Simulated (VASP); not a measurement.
# Te2Mo: relaxation of the atoms with LDA

Crystal: Te2Mo.

```
Te Mo
1.0
     3.51820    0.00000    0.00000
    -1.75910    3.04685    0.00000
     0.00000    0.00000   13.27492
Te Mo
4 2
Cartesian
  0.0000 2.0312 8.1536
  1.7591 1.0156 1.5161
  0.0000 2.0312 11.7588
  1.7591 1.0156 5.1213
  0.0000 2.0312 3.3187
  1.7591 1.0156 9.9562
```

```
Program                : VASP 6.6.1
Task                   : relaxation of the atoms
Functional             : LDA
Potentials or basis    : VASP PAW LDA potentials, release 64 (Te, Mo_sv)
Cutoff                 : 520 eV
k mesh                 : 10 × 10 × 3
Occupations            : gaussian, width 0.05 eV
Spin                   : no spin polarisation
Further INCAR settings : ALGO = Fast; EDIFF = 1e-06; IBRION = 2; EDIFFG = -0.005; NSW = 40
```

The energy gained by relaxing is 3.8 meV/atom, the ionic steps are 3 and the pressure after relaxing is -0.3 GPa. The band gap on the k mesh is 0.30 eV, indirect (least direct gap 1.10 eV).

Stress tensor (GPa, compression positive):
```
-1.50  0.00  0.00
 0.00 -1.50  0.00
 0.00  0.00  2.07
```

The path:
| step | energy change (eV) | largest force (eV/Å) | pressure (GPa) |
| --- | --- | --- | --- |
| 1 | 0.0000 | 0.4143 | -1.91 |
| 2 | -0.0212 | 0.1131 | -0.74 |
| 3 | -0.0229 | 0.0019 | -0.31 |

Final structure:
```xyz
6
Lattice="3.5182 0.0000 0.0000 -1.7591 3.0469 0.0000 0.0000 0.0000 13.2749" Properties=species:S:1:pos:R:3 pbc="T T T"
Te    0.0000    2.0312    8.1807
Te    1.7591    1.0156    1.5433
Te    0.0000    2.0312   11.7316
Te    1.7591    1.0156    5.0942
Mo    0.0000    2.0312    3.3187
Mo    1.7591    1.0156    9.9562
```

Levels at points of the mesh, in eV from the valence-band top:
| k point | band 23 | band 24 | band 25 | band 26 | band 27 | band 28 | band 29 | band 30 |
| --- | --- | --- | --- | --- | --- | --- | --- | --- |
| (0.00, 0.00, 0.00) | -1.46 | -1.39 | -0.07 | -0.01 | 2.46 | 2.46 | 2.67 | 2.67 |
| (0.50, 0.00, 0.00) | -1.45 | -1.31 | -1.16 | -0.68 | 0.83 | 0.93 | 1.06 | 1.44 |

Run time: 2.7 min on 2 MPI ranks on Intel(R) Xeon(R) Platinum 8259CL CPU @ 2.50GHz (Skylake/Cascade Lake), on a shared host, peak memory 0.28 GiB a rank.

The gap isn't set beside the measured one, since this odd mesh misses points on the zone boundary.

Caveat: spin-orbit coupling is left out, which moves the levels of the heavy elements; an odd mesh through Γ misses points on the zone boundary, where band edges often lie.
